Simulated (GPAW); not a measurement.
A run of GPAW 26.7.0:

Contents of run.py:

```python
from ase import Atoms
from ase.eos import EquationOfState
from ase.io import Trajectory
from ase.units import GPa
from gpaw import GPAW, PW

atoms = Atoms(['Na', 'F'],
              cell=[[0.0, 2.32, 2.32],
                    [2.32, 0.0, 2.32],
                    [2.32, 2.32, 0.0]],
              scaled_positions=[[0.0, 0.0, 0.0],
                                [0.5, 0.5, 0.5]],
              pbc=True)

traj = Trajectory('eos.traj', 'w')
volumes, energies = [], []
for x in [0.94, 0.96, 0.98, 1.0, 1.02, 1.04, 1.06]:
    a = atoms.copy()
    a.set_cell(atoms.cell * x**(1 / 3), scale_atoms=True)
    calc = GPAW(mode=PW(800),
                xc='MGGA_X_R4SCAN+MGGA_C_R2SCAN',
                kpts={'size': (8, 8, 8), 'gamma': True},
                occupations={'name': 'fermi-dirac', 'width': 0.05},
                nbands=15,
                convergence={'density': 1e-05, 'energy': 1e-05},
                maxiter=150,
                txt=f'eos-{x:.2f}.txt')
    a.calc = calc
    energies.append(a.get_potential_energy(force_consistent=True))
    volumes.append(a.get_volume())
    p = -a.get_stress()[:3].mean() / GPa
    calc.write(f'eos-{x:.2f}.gpw')
    traj.write(a)
    print(f'{x:.2f} {volumes[-1]:10.4f} A^3 {energies[-1]:14.6f} eV {p:9.3f} GPa', flush=True)

v0, e0, B = EquationOfState(volumes, energies, eos='birchmurnaghan').fit()
print(f'V0 = {v0:.4f} A^3, E0 = {e0:.6f} eV, B0 = {B / GPa:.2f} GPa')
```

Potentials or basis: GPAW PAW data sets (gpaw-data 1.2.1), pw.

The run is started by

```console
$ OMP_NUM_THREADS=1 python run.py
```

Hardware: 1 thread of Arm Neoverse V2, on a shared host.

Estimate the wall time of this run.

It took 3.9 min on 1 thread of Arm Neoverse V2, with other jobs on the host, peak memory 0.46 GiB. Counts: scf iterations 70, plane waves 1243, bands 15, k points 29.
